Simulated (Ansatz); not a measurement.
This log comes from Ansatz, run on a 2-atom cell of AlAs started from a crystallographic database. It starts from the PBE minimum.

Structure:
```
Al As
1.0
     0.00000    2.86381    2.86381
     2.86381    0.00000    2.86381
     2.86381    2.86381    0.00000
Al As
1 1
Direct
  0.00000 0.00000 0.00000
  0.25000 0.25000 0.25000
```

What the program printed (shortened):
```
Pseudopotential: Al, paw, valence charge 3, recommended cutoff 500 eV
Pseudopotential: As, paw, valence charge 15, recommended cutoff 500 eV
Crystal: 2 atoms, lattice volume = 46.974 Å³
Basis set: ecut = 500 eV, 1243 PW (Γ)
Bands: 13, of which v1, the nominal top of the filled ones, is band 9 counted from 1 (8 counted from 0)
Symmetry: 24 space group operations
Space group: F-43m (ITA 216)
k-points: 29 of 512 (time reversal used)
preconditioner: auto → none  [insulator: Δε(μ)=1.848 eV  σ=0.020 eV  ℏωp=15.3 eV]
SCF 1 converged in 6 iterations: F = -5406.236192 eV  dr2 = 4.02e-9
relax step 1: F+E_penalty+E_count = -5406.23619223 eV  P = -1.878 GPa  Ω = 46.974 Å³
SCF 2 converged in 5 iterations: F = -5406.243519 eV  dr2 = 6.74e-8
relax step 2: F+E_penalty+E_count = -5406.24351865 eV  P = -0.075 GPa  Ω = 45.808 Å³
SCF 3 converged in 4 iterations: F = -5406.243532 eV  dr2 = 1.43e-9
relax step 3: F+E_penalty+E_count = -5406.24353207 eV  P = +0.003 GPa  Ω = 45.761 Å³
SCF 4 converged in 4 iterations: F = -5406.243462 eV  dr2 = 5.91e-12
relax step 4: F+E_penalty+E_count = -5406.24346155 eV  P = +0.003 GPa  Ω = 45.761 Å³  (SCF on a basis re-selected at this cell)
SCF converged after 4 iterations
Free energy (F): -5406.243462 eV
Fermi energy:    6.965538 eV
--- Per-component energies (eV) ---
  E_band       = -278.698998
  E_kinetic    = 126.842149
  E_local      = -2122.734220
  E_nonlocal   = -660.212336
  E_hartree    = 1135.819518
  E_xc         = -111.231256
  E_vxc        = -115.690692
  E_paw        = -2321.247052
  E_vpaw       = 215.910281
  E_vtau       = 5.546731
  E_ewald      = -1451.962742
  E_core_change = -1.517516
--- Forces (eV/Å), atoms counted from 1 ---
  atom   1  Al      0.00000      0.00000      0.00000
  atom   2  As      0.00000      0.00000      0.00000
--- Stress (GPa, compression-positive) ---
        0.002708       0.000000       0.000000
        0.000000       0.002708       0.000000
        0.000000       0.000000       0.002708
  P = ⅓ Tr σ = 0.0027 GPa (0.027 kbar)
--- Relaxed structure (3 steps of the walk, 3 accepted, 1 SCFs on fresh bases) ---
  F+E_penalty+E_count = -5406.24346155 eV
  cell:  # Å, volume = 45.7606 Å³
    - [0.000000, 2.838925, 2.838925]
    - [2.838925, 0.000000, 2.838925]
    - [2.838925, 2.838925, 0.000000]
  atoms:
    - { symbol: Al, position: [0.000000, 0.000000, 0.000000] }
    - { symbol: As, position: [0.250000, 0.250000, 0.250000] }
```

Question: Which of these blocks stood in the input: relax, gw, phonons, dielectric, magnetization (spin_orbit)?

Answer: relax. The relax steps with a changing cell volume need the relax block with cell.

Question: Which k mesh was typed?

Answer: 8×8×8, Γ-centred.

Question: How were the bands filled?

Answer: With smearing of width σ = 0.02 eV (Fermi-Dirac in this run).

Question: Which functional?

Answer: r2SCAN. The term E_vtau belongs to a meta-GGA, which reads the kinetic-energy density. The lines shown narrow the functional down without fixing it; this is the one that was run.

Command: `ansatz run input.yaml --threads 2 --pin off --max-ram 2211MiB --backend cpu --events-out ev --progress --plain --runs-dir out`.

Calculated for a static, non-magnetic cell.
